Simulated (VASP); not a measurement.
# MnO (Fm-3m) in VASP: settings compared, part 2 of 2

VASP 6.6.1. Earlier steps stand in the parts before.

**4. Relaxation of cell and atoms, PBE+D3(BJ), collinear spin, ferromagnetic start**

The input, INCAR:

```
PREC     = Accurate       # precision mode
ENCUT    = 600            # plane-wave cutoff, eV
EDIFF    = 1E-6           # SCF threshold, eV
ISMEAR   = -1             # smearing method
SIGMA    = 0.05           # smearing width, eV
LREAL    = False          # projectors in reciprocal space
LASPH    = True           # aspherical terms in the spheres
NELM     = 120            # most SCF steps
ALGO     = Normal         # electronic algorithm
ISIF     = 3              # what is computed and relaxed
LWAVE    = False          # write WAVECAR
LCHARG   = False          # write CHGCAR
ISPIN    = 2              # spin polarisation
MAGMOM   = 4 0            # initial moments
LORBIT   = 11             # projections on sites
LMAXMIX  = 4              # l up to which the mixer works
GGA      = PE             # functional
IVDW     = 12             # dispersion correction
IBRION   = 2              # ionic algorithm
NSW      = 40             # ionic steps
EDIFFG   = -0.01          # ionic threshold
```

The input, KPOINTS:

```
regular mesh
0
Gamma
  8 8 8
```

The input, POSCAR:

```
MnO
1.0
    0.0000000000      2.2239077028      2.2239077028
    2.2239077028      0.0000000000      2.2239077028
    2.2239077028      2.2239077028      0.0000000000
Mn O
1 1
Direct
    0.0000000000      0.0000000000      0.0000000000
    0.5000000000      0.5000000000      0.5000000000
```

On the command line:

```console
> cat potpaw_PBE.64/Mn_pv/POTCAR potpaw_PBE.64/O/POTCAR > POTCAR
> mpirun -np 1 vasp_std > vasp.out
```

Run time: 6.1 min. Hardware: 1 thread of Intel Xeon Platinum 8488C (Sapphire Rapids), shared host; peak memory 0.2 GiB.

Results (log left out):

```yaml
Free_energy: -17.0215 eV
Relaxed_volume: 11.04 Å³/atom
Relaxed_cell: a = 3.149 Å, b = 3.149 Å, c = 3.149 Å, α = 60.00°, β = 60.00°, γ = 60.00°
Space_group_after_relaxing_to_0.05_Å: Fm-3m (No. 225)
Energy_gained_by_relaxing: 18.6 meV/atom
Ionic_steps: 27
Pressure_after_relaxing: 0.1 GPa
Band_gap_on_the_k_mesh: none (metal or under the smearing width)
Net_moment: -4.80 μB per cell
Site_moments: Mn -4.35; O -0.20 μB
Valence_electrons_inside_the_program's_atomic_spheres: Mn 11.35; O 4.97
Dispersion_energy_per_atom: -0.306 eV
```

The path:
| step | energy change (eV) | largest force (eV/Å) | pressure (GPa) | volume (Å³) |
| --- | --- | --- | --- | --- |
| 1 | 0.0000 | 0.0000 | 271.92 | 22.00 |
| 2 | 37.9825 | 0.0000 | -69.64 | 151.01 |
| 3 | 4.0922 | 0.0000 | -29.72 | 51.35 |
| 4 | 2.7212 | 0.0000 | -29.97 | 44.02 |
| 5 | 1.0920 | 0.0000 | -26.70 | 31.75 |
| 6 | 0.3375 | 0.0000 | -19.78 | 26.57 |
| 7 | 0.0892 | 0.0000 | -13.37 | 24.21 |
| 8 | 0.0077 | 0.0000 | -9.53 | 23.09 |
| 9 | -0.0208 | 0.0000 | -7.08 | 22.54 |
| 10 | -0.0317 | 0.0000 | -5.82 | 22.27 |
| 11 | -0.0363 | 0.0000 | -4.77 | 22.13 |
| 12 | -0.0368 | 0.0000 | 7.96 | 22.06 |
| 13 | -0.0369 | 0.0000 | -3.46 | 22.11 |
| 14 | -0.0372 | 0.0000 | -0.49 | 22.09 |
| 15 | -0.0372 | 0.0000 | 0.25 | 22.08 |
| 16 | -0.0372 | 0.0000 | 0.23 | 22.08 |
| 17 | -0.0372 | 0.0000 | 0.20 | 22.08 |
| 18 | -0.0372 | 0.0000 | 0.19 | 22.08 |
| 19 | -0.0372 | 0.0000 | 0.19 | 22.08 |
| 20 | -0.0372 | 0.0000 | 0.19 | 22.08 |
| 21 | -0.0372 | 0.0000 | 0.19 | 22.08 |
| 22 | -0.0372 | 0.0000 | 0.19 | 22.08 |
| 23 | -0.0372 | 0.0000 | 0.19 | 22.08 |
| 24 | -0.0372 | 0.0000 | 0.18 | 22.08 |
| 25 | -0.0372 | 0.0000 | 0.17 | 22.08 |
| 26 | -0.0372 | 0.0000 | 0.16 | 22.08 |
| 27 | -0.0372 | 0.0000 | 0.12 | 22.08 |

Final structure:
```xyz
2
Lattice="0.0000 2.2268 2.2268 2.2268 0.0000 2.2268 2.2268 2.2268 0.0000" Properties=species:S:1:pos:R:3 pbc="T T T"
Mn    0.0000    0.0000    0.0000
O     2.2268    2.2268    2.2268
```

Levels at points of the mesh, in eV from the Fermi level:
Spin up:
```csv
k point,band 5,band 6,band 7,band 8,band 9,band 10
"(0.00, 0.00, 0.00)",-3.30,-3.30,-3.30,0.80,0.80,0.80
"(0.50, 0.00, 0.00)",-7.28,-4.77,-4.77,1.97,2.02,2.02
"(0.50, 0.50, 0.00)",-6.34,-4.27,-4.27,-0.76,2.00,2.19
```
Spin down:
```csv
k point,band 10,band 11,band 12,band 13,band 14,band 15
"(0.00, 0.00, 0.00)",-3.18,-2.66,-2.66,-0.51,13.98,16.32
"(0.50, 0.00, 0.00)",-1.86,0.22,0.22,3.50,7.72,11.87
"(0.50, 0.50, 0.00)",-2.03,-2.03,-1.90,5.01,7.82,10.41
```

Caveat: a cell with one magnetic atom can't hold antiferromagnetic order, which such compounds often take; semilocal functionals often make such compounds metallic where correlation or magnetic order opens a gap, which also shifts bond lengths; pairwise dispersion overbinds metals, which lowers pressure and volume. With open d or f shells a metallic result of PBE can be an artefact of self-interaction; +U or a hybrid may open a gap.

**5. For comparison**

An earlier run on the cell as given: functional PBEsol; potentials or basis VASP PAW PBE potentials, release 64 (Mn_pv, O); cutoff 520 eV; k mesh 10 × 10 × 10; occupations fermi-dirac, width 0.05 eV; collinear spin, ferromagnetic start; starting moments [4.0, 0.0] μB.

* Pressure: -6.9 GPa
* Band gap on the k mesh: none (metal or under the smearing width)
* Net moment: 4.77 μB per cell
* Site moments: Mn +4.32; O +0.20 μB
* Valence electrons inside the program's atomic spheres: Mn 11.36; O 4.95

**6. The runs side by side**

| task | level | potentials or basis | cell | k mesh | cutoff (eV) | ladder | gap on the mesh (eV) | pressure (GPa) | moment (μB) | relaxed volume (Å³/atom) |
| --- | --- | --- | --- | --- | --- | --- | --- | --- | --- | --- |
| relaxation of cell and atoms | LDA | VASP PAW LDA potentials, release 64 (Mn_pv, O) | relaxed | 8 × 8 × 8 | 600 | gaps | none | -0.2 | 3.80 | 9.20 |
| relaxation of cell and atoms | r2SCAN | VASP PAW PBE potentials, release 64 (Mn_pv, O) | relaxed | 8 × 8 × 8 | 600 | gaps | none | 0.1 | 5.00 | - |
| relaxation of cell and atoms | PBE+D3(BJ) | VASP PAW PBE potentials, release 64 (Mn_pv, O) | relaxed | 8 × 8 × 8 | 600 | gaps | none | 0.1 | 4.80 | 11.04 |
| single point | PBEsol | VASP PAW PBE potentials, release 64 (Mn_pv, O) | as given | 10 × 10 × 10 | 520 | free | none | -6.9 | 4.77 | - |

Alike in all rows: spin collinear, ferromagnetic start; smearing fermi-dirac 0.05 eV.

Caveats: a cell with one magnetic atom can't hold antiferromagnetic order, which such compounds often take; semilocal functionals often make such compounds metallic where correlation or magnetic order opens a gap, which also shifts bond lengths; the PAW data sets were made with another functional, which shifts forces and pressure a little (some runs); the volume moved by over 15 % at a fixed basis, so the end points are rough (some runs); the relaxation stopped at its first step, so nothing moved (some runs); pairwise dispersion overbinds metals, which lowers pressure and volume (some runs).

Absolute energies hang on the potentials; compare differences alone.
